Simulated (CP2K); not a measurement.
# How the settings of CP2K move a run on Te2Mo

Simulated with CP2K 2026.2. This is a test of settings. The cell was built from a prototype and was relaxed with r2SCAN+rVV10 in plane waves (Ansatz 0.2.0). Not every such cell is a known phase. All runs are without spin polarisation.

Space group P-3m1 (No. 164), trigonal; a = 3.519 Å, c = 7.214 Å in the conventional setting, 25.80 Å³ an atom. Around Mo lie 6 Te at 2.73 Å; around Te lie 3 Mo at 2.73 Å.

The base run uses PBE in the DZVP-MOLOPT-SR basis.

```
&GLOBAL
 PROJECT run
 RUN_TYPE ENERGY_FORCE
 PRINT_LEVEL LOW
&END GLOBAL
&FORCE_EVAL
 METHOD QS
 STRESS_TENSOR ANALYTICAL
 &DFT
  BASIS_SET_FILE_NAME BASIS_MOLOPT
  POTENTIAL_FILE_NAME GTH_POTENTIALS
  &QS
   EXTRAPOLATION USE_GUESS
  &END QS
  &MGRID
   CUTOFF 350
   REL_CUTOFF 50
  &END MGRID
  &XC
   &XC_FUNCTIONAL PBE
   &END XC_FUNCTIONAL
  &END XC
  &KPOINTS
   SCHEME MONKHORST-PACK 5 5 3
   SYMMETRY F
   FULL_GRID F
  &END KPOINTS
  &SCF
   ADDED_MOS 9
   EPS_SCF 1e-6
   MAX_SCF 80
   &DIAGONALIZATION
   &END DIAGONALIZATION
   &MIXING
    METHOD BROYDEN_MIXING
    ALPHA 0.3
   &END MIXING
   &SMEAR
    METHOD FERMI_DIRAC
    ELECTRONIC_TEMPERATURE [K] 232
   &END SMEAR
   &PRINT
    &ITERATION_INFO
    &END ITERATION_INFO
   &END PRINT
  &END SCF
  &PRINT
   &BAND_STRUCTURE
    FILE_NAME bands.bs
    ADDED_MOS 6
    &KPOINT_SET
     UNITS B_VECTOR
     SPECIAL_POINT 0.00000000 0.00000000 0.00000000
     NPOINTS 0
    &END KPOINT_SET
    &KPOINT_SET
     UNITS B_VECTOR
     SPECIAL_POINT 0.50000000 0.00000000 0.00000000
     NPOINTS 0
    &END KPOINT_SET
    &KPOINT_SET
     UNITS B_VECTOR
     SPECIAL_POINT 0.33333333 0.33333333 0.00000000
     NPOINTS 0
    &END KPOINT_SET
    &KPOINT_SET
     UNITS B_VECTOR
     SPECIAL_POINT 0.00000000 0.00000000 0.50000000
     NPOINTS 0
    &END KPOINT_SET
    &KPOINT_SET
     UNITS B_VECTOR
     SPECIAL_POINT 0.50000000 0.00000000 0.50000000
     NPOINTS 0
    &END KPOINT_SET
    &KPOINT_SET
     UNITS B_VECTOR
     SPECIAL_POINT 0.33333333 0.33333333 0.50000000
     NPOINTS 0
    &END KPOINT_SET
    &KPOINT_SET
     UNITS B_VECTOR
     SPECIAL_POINT 0.23333333 0.23333333 0.50000000
     NPOINTS 0
    &END KPOINT_SET
   &END BAND_STRUCTURE
  &END PRINT
 &END DFT
 &SUBSYS
  &CELL
   A 3.51945452 0.00000000 0.00000000
   B -1.75972726 3.04793702 0.00000000
   C 0.00000000 -0.00000000 7.21445289
  &END CELL
  &COORD
   SCALED
   Mo 0.00000000 0.00000000 0.00000000
   Te 0.33333333 0.66666667 0.25341561
   Te 0.66666667 0.33333333 0.74658439
  &END COORD
  &KIND Mo
   BASIS_SET DZVP-MOLOPT-SR-GTH
   POTENTIAL GTH-PBE
  &END KIND
  &KIND Te
   BASIS_SET DZVP-MOLOPT-SR-GTH
   POTENTIAL GTH-PBE
  &END KIND
 &END SUBSYS
 &PRINT
  &STRESS_TENSOR
  &END STRESS_TENSOR
  &FORCES
  &END FORCES
 &END PRINT
&END FORCE_EVAL
```

Command: `cp2k.psmp -i run.inp`. It took 22 s on 2 threads of Arm Neoverse V1, with other jobs on the host, peak memory 0.27 GiB.

It converged with no gap (an overlap of 0.59 eV at the points read) and a pressure of 3.69 GPa (positive in compression). Pressures on CP2K's grid carry noise of some tenths of a GPa.

Each further run moved one setting: ELECTRONIC_TEMPERATURE (smearing temperature in K); REL_CUTOFF (grid cutoff relative to the Gaussians, in Ry); KPOINTS (Monkhorst-Pack mesh); CUTOFF (density grid cutoff in Ry); ALPHA (mixing weight). Changes are from the base run, which isn't itself converged in every setting; energies of another Hamiltonian, functional, basis or charge aren't compared, and those at a high electronic temperature are mostly its entropy term. CP2K's gap is over the listed points.

| setting | how it ended | gap change (eV) | energy change (meV/atom) | pressure change (GPa) | time (s) |
| --- | --- | --- | --- | --- | --- |
| ELECTRONIC_TEMPERATURE = 3000 | converged | 0.00 | -51.9 | 0.79 | 22 |
| REL_CUTOFF = 30 | converged | 0.00 | 0.0 | 0.00 | 18 |
| KPOINTS = 7x7x7 | converged | 0.00 | 13.2 | 0.16 | 32 |
| KPOINTS = 4x4x4 | converged | 0.00 | 6.2 | 0.18 | 21 |
| CUTOFF = 200 | converged | 0.00 | -0.1 | 0.00 | 20 |
| ALPHA = 1.5 (poor on purpose) | converged | 0.00 | 0.0 | 0.00 | 22 |

REL_CUTOFF = 30 changes nothing that matters here. CUTOFF = 200 changes nothing that matters here. ALPHA = 1.5 changes nothing that matters here.

No spin-orbit coupling is included; it can move band edges with weight on the heavy atoms by tenths of an eV.
